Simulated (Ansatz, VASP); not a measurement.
# Fe: VASP beside Ansatz

INCAR

```
SYSTEM = Fe
ALGO = Normal ; EDIFF = 1E-7
ENCUT = 520 ; GGA = PS
ISIF = 2 ; ISMEAR = -1
ISPIN = 2 ; LASPH = .True.
LCHARG = .False. ; LMAXMIX = 4
LORBIT = 11 ; LREAL = .False.
LWAVE = .False. ; MAGMOM = 3
NBANDS = 14 ; NELM = 100
PREC = Accurate ; SIGMA = 0.05
```

KPOINTS

```
k-points
0
Gamma
  13 13 13
  0 0 0
```

Contents of POSCAR:

```
Fe
1.0
   -1.4619890197      1.4619890197      1.4619890197
    1.4619890197     -1.4619890197      1.4619890197
    1.4619890197      1.4619890197     -1.4619890197
Fe
1
Direct
    0.0000000000      0.0000000000      0.0000000000
```

The input input.yaml:

```yaml
crystal:
  lattice:
    - [-1.4619890197, 1.4619890197, 1.4619890197]
    - [1.4619890197, -1.4619890197, 1.4619890197]
    - [1.4619890197, 1.4619890197, -1.4619890197]
  atoms:
    - { symbol: Fe, position: [0.0, 0.0, 0.0], spin: 3.0 }
hamiltonian:
  xc: pbesol
  pseudopotentials: { kind: paw }
magnetization:
  spin_polarized: true
kpoints:
  mp_grid: { grid: [13, 13, 13] }
scf:
  occupations: { method: fermi_dirac, width: 0.05 }
output:
  forces: true
  stress: true
  eigenvalues: true
```

Change from the starting cell: volume scaled by 1.04.

Alike in both runs: task single point; functional PBEsol; k mesh 13 × 13 × 13; occupations fermi-dirac, width 0.05 eV; collinear spin, ferromagnetic start.

|  | VASP | Ansatz |
| --- | --- | --- |
| version | VASP 6.6.1 | Ansatz 0.2.0 |
| potentials or method | VASP PAW PBE potentials, release 64 (Fe) | Ansatz PAW |
| plane-wave cutoff (eV) | 520 | 420 |
| valence electrons in the cell | 8 | 16 |

|  | VASP | Ansatz | Ansatz less VASP |
| --- | --- | --- | --- |
| gap on the k mesh at the Fermi level (eV) | none | none | - |
| pressure (GPa) | -20.1 | -20.9 | -0.86 |
| net moment per atom (μB) | 2.44 | 2.40 | -0.041 |
| size of the moment on the site where the two differ most (μB) | 2.44 | 2.45 | +0.007 |

Site moments also hang on the region over which each program counts them. A gap of «none» marks a metal or a gap that the smearing closes. The two sets of potentials don't hold the same shells in valence.

Caveats: the PAW data sets were made with another functional, which shifts forces and pressure a little (VASP); the PAW data sets come from PBE, with cores solved anew for the run's functional, which leaves a small shift of forces and pressure (Ansatz).
